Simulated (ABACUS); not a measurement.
# Cu (P-1) in ABACUS: convergence with radius

Aim: find how far radius must go before the results for Cu settle, at LDA. This setting moves, with any that are tied to it; all else stays.

Program: ABACUS 3.10.1. These are calculated values, not measurements. Logs are shortened: lines on timing, memory, paths and dates and some standing lists are left out, and cuts for length are marked.

## (1) The cell of the first run

The typed cell holds 1 atom: a = 2.439 Å, b = 2.509 Å, c = 2.411 Å, α = 110.78°, β = 103.39°, γ = 113.05°.

This isn't the form of Cu at room conditions, which is fcc.

The cell isn't the ideal one: cell strained at random.

## (2) With radius 4.5 bohr

INPUT

```
INPUT_PARAMETERS
suffix              Cu
calculation         scf
basis_type          lcao
pseudo_dir          ./
orbital_dir         ./
symmetry            1
dft_functional      pz
ecutwfc             100
pseudo_rcut         7
nspin               1
nbands              14
ks_solver           genelpa
smearing_method     gauss
smearing_sigma      0.00734986
scf_thr             1e-07
scf_nmax            100
mixing_type         broyden
mixing_beta         0.7
cal_force           1
cal_stress          1
out_mul             1
```

STRU

```
ATOMIC_SPECIES
Cu 63.5460 Cu.upf

NUMERICAL_ORBITAL
Cu_confined-atom_4.5au_3s2p2d1f.orb

LATTICE_CONSTANT
1.8897261246

LATTICE_VECTORS
-1.3707280000 1.5151340000 1.3325210000
1.4397210000 -1.5072360000 1.3965780000
1.3550130000 1.4915210000 -1.3242410000

ATOMIC_POSITIONS
Direct

Cu
0.0
1
-0.0143170000 -0.0108560000 -0.0395900000 1 1 1
```

KPT

```
K_POINTS
0
Gamma
10 10 10 0 0 0
```

Potentials or basis: PseudoDojo NC SR 0.4.1 LDA standard, DZP LCAO (the cutoffs set its grid).

The run is started by

```console
> OMP_NUM_THREADS=1 mpirun -np 4 abacus > log
```

running log:

```text
ABACUS v3.10.1

               Atomic-orbital Based Ab-initio Computation at UStc

 ------------------------------------------------------------------------------------

 READING GENERAL INFORMATION
                           global_out_dir = OUT.Cu/
                           global_in_card = INPUT
                               pseudo_dir = ./
                              orbital_dir = ./
                                    DSIZE = 4
                                    GSIZE = 1

 READING UNITCELL INFORMATION
                                    ntype = 1
                  lattice constant (Bohr) = 1.88973
              lattice constant (Angstrom) = 1

 READING ATOM TYPE 1
                               atom label = Cu
                      L=0, number of zeta = 3
                      L=1, number of zeta = 2
                      L=2, number of zeta = 2
                      L=3, number of zeta = 1
             number of atom for this type = 1

                        TOTAL ATOM NUMBER = 1
DIRECT COORDINATES
    atom                   x                   y                   z     mag                  vx                  vy                  vz
taud_Cu1            0.9856830000        0.9891440000        0.9604100000  0.0000        0.0000000000        0.0000000000        0.0000000000

                          Volume (Bohr^3) = 77.3231
                             Volume (A^3) = 11.4581

 Lattice vectors: (Cartesian coordinate: in unit of a_0)
             -1.37073            +1.51513            +1.33252
             +1.43972            -1.50724            +1.39658
             +1.35501            +1.49152            -1.32424
 Reciprocal vectors: (Cartesian coordinate: in unit of 2 pi/a_0)
          -0.00760001           +0.331549           +0.365654
            +0.348564        +0.000837045           +0.357607
            +0.359957           +0.334505           -0.010068
 The esolver type has been set to : ksdft_lcao

                PAO radial cut off (Bohr) = 7

 Read in pseudopotential file is Cu.upf
                     pseudopotential type = NC
          exchange-correlation functional = SLAPWNOGXNOGC
                 nonlocal core correction = 1
                        valence electrons = 19
                                     lmax = 2
                           number of zeta = 4
                     number of projectors = 6
                           L of projector = 0
                           L of projector = 0
                           L of projector = 1
                           L of projector = 1
                           L of projector = 2
                           L of projector = 2
 XC functional updated to : pz
          exchange-correlation functional = PZ
     initial pseudo atomic orbital number = 10

 SETUP THE ELECTRONS NUMBER
            electron number of element Cu = 19
[... 177 lines left out ...]
                         PeriodicBoundary = 1
                        Radius(unit:lat0) = 6.65
                                   glayer = [ 5, 5, 5 ]
                             glayer_minus = [ 4, 4, 4 ]

Find the coordinate range of the input atom(unit:lat0).
                                  min_tau = [ -15.3, -16.6, -14.8 ]
                                  max_tau = [ 18, 19.5, 17.6 ]
                                BoxNumber = [ 9, 9, 9 ]

 SETUP EXTENDED REAL SPACE GRID FOR GRID INTEGRATION
                          real space grid = [ 30, 32, 30 ]
                 big cell numbers in grid = [ 15, 8, 15 ]
             meshcell numbers in big cell = [ 2, 4, 2 ]
                        extended fft grid = [ 18, 10, 18 ]
                dimension of extened grid = [ 52, 29, 52 ]
                            UnitCellTotal = 125
              Atom number in sub-FFT-grid = 1
    Local orbitals number in sub-FFT-grid = 26
                                ParaV.nnr = 10985
                                 init_chg = atomic

 LCAO ALGORITHM --------------- ION=   1  ELEC=   1--------------------------------

 Density error is 0.0663831320055
----------------------------------------------------------
     Energy           Rydberg                 eV
----------------------------------------------------------
 E_KohnSham     -378.7742592232      -5153.4881811650
 E_Harris       -387.1456504274      -5267.3868017294
 E_Fermi        1.4350261042         19.5245317960
----------------------------------------------------------
[... 80 lines left out ...]
 Density error is 7.70391883278e-09
----------------------------------------------------------
     Energy           Rydberg                 eV
----------------------------------------------------------
 E_KohnSham     -378.8749095625      -5154.8575992840
 E_KS(sigma->0) -378.8747893150      -5154.8559632332
 E_Harris       -378.8749094195      -5154.8575973397
 E_band         -24.7108609628       -336.2085115799
 E_one_elec     -199.4341775931      -2713.4411912108
 E_Hartree      111.3301353203       1514.7241994674
 E_xc           -46.0906733415       -627.0957821015
 E_Ewald        -244.6799534531      -3329.0415533376
 E_entropy(-TS) -0.0002404949        -0.0032721016
 E_descf        0.0000000000         0.0000000000
 E_exx          0.0000000000         0.0000000000
 E_Fermi        1.3362706456         18.1808948506
----------------------------------------------------------

 charge density convergence is achieved
 final etot is -5154.8575993 eV
 EFERMI = 18.180894851 eV

 STATE ENERGY(eV) AND OCCUPATIONS    NSPIN == 1
 1/504 kpoint (Cartesian) = 0.0000 0.0000 0.0000 (334 pws)
       1       -93.9305     0.00200000
       2       -51.7250     0.00200000
       3       -51.7020     0.00200000
       4       -51.6990     0.00200000
       5        7.98417     0.00200000
       6        14.3784     0.00200000
       7        14.7731     0.00200000
       8        14.8925     0.00200000
       9        15.5702     0.00200000
      10        15.9456     0.00200000
      11        45.6680        0.00000
      12        46.4345        0.00000
      13        46.9142        0.00000
      14        47.3453        0.00000
[... 66 lines left out ...]
       1       -93.9120     0.00200000
       2       -51.8357     0.00200000
       3       -51.7512     0.00200000
       4       -51.7117     0.00200000
       5        12.5394     0.00200000
       6        13.9630     0.00200000
       7        15.5510     0.00200000
       8        16.0145     0.00200000
       9        16.5288     0.00200000
      10        18.4207    6.93852e-07
      11        22.0977        0.00000
      12        36.0764        0.00000
      13        40.0765        0.00000
      14        40.6736        0.00000

[... levels at 498 further k points ...]

 correction force for each atom along direction 1 is -1.17948e-05
 correction force for each atom along direction 2 is -9.81060e-06
 correction force for each atom along direction 3 is 7.51523e-07
------------------------------------------------------------------------------------------
 TOTAL-FORCE (eV/Angstrom)
------------------------------------------------------------------------------------------
                       Cu1         0.0000000000         0.0000000000         0.0000000000
------------------------------------------------------------------------------------------

----------------------------------------------------------------
 TOTAL-STRESS (KBAR)
----------------------------------------------------------------
      -273.6071614065        10.2723480100       -42.3874321511
        10.2723480100      -268.1251520506        -4.6728844588
       -42.3874321511        -4.6728844588      -270.4502326908
----------------------------------------------------------------
 TOTAL-PRESSURE: -270.727515 KBAR

 --------------------------------------------
 !FINAL_ETOT_IS -5154.8575992840342224 eV
 --------------------------------------------
```

stdout:

```text
ABACUS v3.10.1

               Atomic-orbital Based Ab-initio Computation at UStc

 dft_functional readin is: pz
[... 36 lines left out ...]
 GE8     -5.15485760e+03   1.77107315e-10   1.3415e-07   0.45
 GE9     -5.15485760e+03  -9.78343904e-10   7.7039e-09   0.45
----------------------------------------------------------------
 TOTAL-STRESS (KBAR)
----------------------------------------------------------------
      -273.6071614065        10.2723480100       -42.3874321511
        10.2723480100      -268.1251520506        -4.6728844588
       -42.3874321511        -4.6728844588      -270.4502326908
----------------------------------------------------------------
 TOTAL-PRESSURE: -270.727515 KBAR
```

Wall time 4.8 s (4 MPI ranks of Intel Xeon 6975P-C (Granite Rapids), shared host); peak memory 0.36 GiB.

What came out:

- Free energy: -5154.8576 eV
- Pressure: -27.1 GPa
- Band gap on the k mesh: none (metal or under the smearing width)

## (3) With radius 5 bohr

INPUT is that of step 2.

STRU, as its differences from that of step 2:

```diff
@@ -4,3 +4,3 @@
 NUMERICAL_ORBITAL
-Cu_confined-atom_4.5au_3s2p2d1f.orb
+Cu_confined-atom_5au_3s2p2d1f.orb
```

KPT is that of step 2.

Potentials or basis: PseudoDojo NC SR 0.4.1 LDA standard, DZP LCAO (the cutoffs set its grid).

The run is started by

```console
> OMP_NUM_THREADS=1 mpirun -np 4 abacus > log
```

It took 4.5 s on 4 MPI ranks of Intel Xeon 6975P-C (Granite Rapids), shared host; peak memory 0.36 GiB.

Results:

```yaml
Free_energy: -5155.1531 eV
Pressure: -10.6 GPa
Band_gap_on_the_k_mesh: none (metal or under the smearing width)
```

## (4) With radius 6 bohr

INPUT is that of step 3.

STRU, as its differences from that of step 3:

```diff
@@ -4,3 +4,3 @@
 NUMERICAL_ORBITAL
-Cu_confined-atom_5au_3s2p2d1f.orb
+Cu_confined-atom_6au_3s2p2d1f.orb
```

KPT is that of step 3.

The run is started by

```console
> OMP_NUM_THREADS=1 mpirun -np 4 abacus > log
```

It took 5.6 s on 4 MPI ranks of Intel Xeon 6975P-C (Granite Rapids), shared host; peak memory 0.36 GiB.

Results:

```
Free energy            : -5155.2083 eV
Pressure               : -6.5 GPa
Band gap on the k mesh : none (metal or under the smearing width)
```

## (5) With radius 7 bohr

INPUT is that of step 4.

STRU, as its differences from that of step 4:

```diff
@@ -4,3 +4,3 @@
 NUMERICAL_ORBITAL
-Cu_confined-atom_6au_3s2p2d1f.orb
+Cu_confined-atom_7au_3s2p2d1f.orb
```

KPT is that of step 4.

The run is started by

```console
> OMP_NUM_THREADS=1 mpirun -np 4 abacus > log
```

Run time: 7.5 s. Hardware: 4 MPI ranks of Intel Xeon 6975P-C (Granite Rapids), shared host; peak memory 0.4 GiB.

It converged, with:

* Free energy: -5155.2069 eV
* Pressure: -6.9 GPa
* Band gap on the k mesh: none (metal or under the smearing width)

## (6) With radius 8 bohr

INPUT is that of step 5.

STRU, as its differences from that of step 5:

```diff
@@ -4,3 +4,3 @@
 NUMERICAL_ORBITAL
-Cu_confined-atom_7au_3s2p2d1f.orb
+Cu_confined-atom_8au_3s2p2d1f.orb
```

KPT is that of step 5.

Potentials or basis: PseudoDojo NC SR 0.4.1 LDA standard, DZP LCAO (the cutoffs set its grid).

The run is started by

```console
> OMP_NUM_THREADS=1 mpirun -np 4 abacus > log
```

Run time: 13 s. Hardware: 4 MPI ranks of Intel Xeon 6975P-C (Granite Rapids), shared host; peak memory 0.44 GiB.

The run converged. Its results:

```
Free energy            : -5155.2158 eV
Pressure               : -7.4 GPa
Band gap on the k mesh : none (metal or under the smearing width)
```

## (7) With radius 9 bohr

INPUT is that of step 6.

STRU, as its differences from that of step 6:

```diff
@@ -4,3 +4,3 @@
 NUMERICAL_ORBITAL
-Cu_confined-atom_8au_3s2p2d1f.orb
+Cu_confined-atom_9au_3s2p2d1f.orb
```

KPT is that of step 6.

The run is started by

```console
> OMP_NUM_THREADS=1 mpirun -np 4 abacus > log
```

It took 17 s on 4 MPI ranks of Intel Xeon 6975P-C (Granite Rapids), shared host; peak memory 0.48 GiB.

It converged, with:

```
Free energy            : -5155.2186 eV
Pressure               : -7.2 GPa
Band gap on the k mesh : none (metal or under the smearing width)
```

## (8) With radius 10 bohr

INPUT is that of step 7.

STRU, as its differences from that of step 7:

```diff
@@ -4,3 +4,3 @@
 NUMERICAL_ORBITAL
-Cu_confined-atom_9au_3s2p2d1f.orb
+Cu_confined-atom_10au_3s2p2d1f.orb
```

KPT is that of step 7.

The run is started by

```console
> OMP_NUM_THREADS=1 mpirun -np 4 abacus > log
```

Run time: 27 s. Hardware: 4 MPI ranks of Intel Xeon 6975P-C (Granite Rapids), shared host; peak memory 0.56 GiB.

The run converged. Its results:

```yaml
Free_energy: -5155.2172 eV
Pressure: -7.1 GPa
Band_gap_on_the_k_mesh: none (metal or under the smearing width)
```

## (9) Result

```tsv
radius	energy less the tightest run, at zero smearing (meV/atom)	pressure (GPa)	SCF cycles	CPU time (s)
4.5 bohr	360.37	-27.07	9	18
5 bohr	64.16	-10.63	8	17
6 bohr	8.95	-6.47	8	22
7 bohr	10.30	-6.85	8	30
8 bohr	1.46	-7.40	8	50
9 bohr	-1.33	-7.19	8	65
10 bohr	0.00	-7.09	8	110
```

Not settled before the last step: the energy (to 1 meV/atom), the pressure (to 0.1 GPa). The tightest run that finished is the yardstick and may itself not be fully converged.

Caveats: the atomic orbitals were generated for these runs and aren't a published set; the basis of atomic orbitals isn't converged, which shifts pressures, moduli and gaps.
